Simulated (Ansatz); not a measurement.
## Au under changes of volume

One of the cells (17.771 Å³/atom); the others are scaled copies at fixed shape and fractional positions:

```xyz
2
Lattice="2.9000 0.0000 0.0000 -1.4500 2.5115 0.0000 0.0000 0.0000 4.8800" Properties=species:S:1:pos:R:3 pbc="T T T"
Au    1.4500    0.8372    1.2200
Au    0.0000    1.6743    3.6600
```

This isn't the form of Au at room conditions, which is fcc.

| Item | Value |
| --- | --- |
| Program | Ansatz 0.2.0 |
| Functional | HSE06 |
| Potentials or basis | Ansatz PAW |
| Cutoff | 420 eV (not typed: the program's choice for these potentials) |
| k mesh | 6 × 6 × 4 |
| Occupations | fermi-dirac, width 0.05 eV |
| Spin | no spin polarisation |

```csv
volume (Å³/atom),energy over the lowest point (meV/atom),pressure (GPa)
16.705,?,?
17.060,14.05,6.0
17.416,3.85,2.9
17.771,0.00,0.1
18.127,2.25,-2.5
18.482,10.13,-4.8
18.837,22.89,-6.8
```

What does the run at 16.705 Å³/atom give?

Energy over the lowest point 31.26 meV/atom; pressure 9.7 GPa.

Worked out: A Birch-Murnaghan fit of order 3 (a polynomial in V^(-2/3)) to the other rows has its minimum at 17.81 Å³/atom with B0 = V·E''(V) = 134 GPa and B' = 3.1 at fixed shape and positions, which overstates the stiffness. It gives 31.37 meV/atom at 16.705 Å³/atom, against the run's 31.26, and -dE/dV = 9.5 GPa, against 9.7.

Energies are extrapolated to zero smearing.

Caveats: all runs use coarse meshes; the PAW data sets come from PBE, with cores solved anew for the run's functional, which leaves a small shift of forces and pressure; the thresholds are loose for stress.
